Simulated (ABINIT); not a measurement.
Here is an ABINIT 10.8.3 (patched build) calculation.

run.abi

```
# Datasets: ground state, then fixed potential
ndtset 2

# Pseudopotentials
pp_dirpath "./"
pseudos "Si.upf, C.upf"

# Structure
acell 3.076 3.076 5.048 Angstrom
rprim
     1.0000000000     0.0000000000     0.0000000000
    -0.5000000000     0.8660254038     0.0000000000
     0.0000000000     0.0000000000     1.0000000000
ntypat 2
znucl 14 6
natom 4
typat 1 1 2 2
xred
     0.6666666667     0.3333333333     0.5000000000
     0.3333333333     0.6666666667     0.0000000000
     0.6666666667     0.3333333333     0.8850000000
     0.3333333333     0.6666666667     0.3850000000

# Plane-wave basis
ecut 41.0

# Exchange and correlation
ixc 11

# Bands and occupations
occopt 3
tsmear 0.05 eV

# SCF cycle
nstep 100

# Output
iomode 3
prtwf 0
prteig 0
prtebands 0
prtden1 1
prtvha1 1
prtvclmb1 1
prtpot1 1
prtelf1 1

# Dataset 1
kptopt1 1
ngkpt1 10 10 5
nshiftk1 1
shiftk1 0.0 0.0 0.0
nband1 12
tolvrs1 1.0e-10

# Dataset 2: bands along G-M-K-G-A-L-H-A
iscf2 -2
getden2 1
nband2 18
nbdbuf2 4
tolwfr2 1.0e-11
kptopt2 -7
ndivsm2 5
prteig2 1
kptbounds2
     0.0000000000     0.0000000000     0.0000000000
     0.5000000000     0.0000000000     0.0000000000
     0.3333333333     0.3333333333     0.0000000000
     0.0000000000     0.0000000000     0.0000000000
     0.0000000000     0.0000000000     0.5000000000
     0.5000000000     0.0000000000     0.5000000000
     0.3333333333     0.3333333333     0.5000000000
     0.0000000000     0.0000000000     0.5000000000
```

Potentials or basis: PseudoDojo NC SR PBE v0.5 standard.

The run is started by

```sh
$ abinit run.abi > log 2>&1
```

**Question.** Predict the band gap on the k mesh.

**Answer.** 2.49 eV, indirect (least direct gap 4.09 eV).

**Question.** Predict the pressure.

**Answer.** 3.7 GPa.

**Question.** Predict the largest force.

**Answer.** 0.760 eV/Å.

**Question.** Estimate the band gap along the path.

**Answer.** 2.33 eV, indirect (least direct gap 4.09 eV).

Stress tensor (GPa, compression positive):
```
5.32 0.00 0.00
0.00 5.32 0.00
0.00 0.00 0.38
```

Caveat: the mesh misses the band edges, which the band path finds closer together.
